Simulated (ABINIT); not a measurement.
A run of ABINIT 10.8.3 (patched build) is set up as follows.

The input run.abi:

```
# Pseudopotentials
pp_dirpath "./"
pseudos "Ge.upf"

# Structure
acell 7.5601949712 7.5601949712 7.5601949712
rprim
     0.0000000000     0.7071067812     0.7071067812
     0.7071067812     0.0000000000     0.7071067812
     0.7071067812     0.7071067812     0.0000000000
ntypat 1
znucl 32
natom 2
typat 1 1
xred
     0.7500000000     0.7500000000     0.7500000000
     0.5000000000     0.5000000000     0.5000000000

# Plane-wave basis
ecut 35.0

# k points
kptopt 1
ngkpt 6 6 6
nshiftk 1
shiftk 0.0 0.0 0.0

# Exchange and correlation
ixc -116133

# Bands and occupations
nband 18
occopt 3
tsmear 0.00183747

# SCF cycle
nstep 100
tolvrs 1.0e-10

# Output
iomode 3
prtwf 0
prtden 0
prteig 0
prtebands 0
```

Potentials or basis: PseudoDojo NC SR PBEsol v0.4.1 standard.

Run with:

```console
$ abinit run.abi > log 2>&1
```

Problem. Estimate the pressure.

Solution. -1.2 GPa.

Problem. What does it give for the band gap on the k mesh?

Solution. None (metal or under the smearing width).

Caveat: this crystal is a semiconductor, whose small gap the functional closes, so the metal is an error of the method.

**Measured values to compare with.**

“Electronic and optical properties of SixGe1-x-ySny alloys lattice-matched to Ge”, 2021, arxiv:2109.02782 reports, for a bulk crystal of Ge at 293 K: band gap 0.666 eV (indirect).

A measured gap of Ge is 0.666 eV (indirect; 293 K; “Electronic and optical properties of SixGe1-x-ySny alloys lattice-matched to Ge”, 2021, arxiv:2109.02782); the calculated 0.00 eV misses it by -0.67 eV. 3 values of this kind are on record (0.666 to 0.807 eV); this one was drawn at random among those near their median. Spin-orbit coupling on Ge is left out. The value is that of PBEsol on a finite k mesh, which can miss the band edges, without temperature or zero-point motion. Semilocal functionals fall short of measured gaps as a rule.
